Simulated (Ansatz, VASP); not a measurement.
# Two plane-wave programs on NaCl

```
Cl Na
1.0
     3.47868    0.00000    0.00000
     0.00000    3.47868    0.00000
     0.00000    0.00000    3.47868
Cl Na
1 1
Cartesian
  1.7393 1.7393 1.7393
  0.0000 0.0000 0.0000
```

Measurements of this composition are mostly on another form, of space group No. 225.

Alike in both runs: task single point; functional LDA; k mesh 8 × 8 × 8; occupations fermi-dirac, width 0.05 eV; no spin polarisation.

|  | VASP | Ansatz |
| --- | --- | --- |
| version | VASP 6.6.1 | Ansatz 0.2.0 |
| potentials or method | VASP PAW LDA potentials, release 64 (Cl, Na_pv) | Ansatz PAW |
| plane-wave cutoff (eV) | 520 | 420 |
| valence electrons in the cell | 14 | 16 |

|  | VASP | Ansatz | Ansatz less VASP |
| --- | --- | --- | --- |
| gap on the k mesh at the Fermi level (eV) | 3.67 | 3.67 | -0.006 |
| least direct gap on the mesh (eV) | 4.20 | 4.19 | -0.007 |
| pressure (GPa) | -2.7 | -2.7 | +0.04 |

The two sets of potentials don't hold the same shells in valence.

Caveats: the PAW data sets come from PBE, with cores solved anew for the run's functional, which leaves a small shift of forces and pressure (Ansatz). A k mesh can miss the band edges.
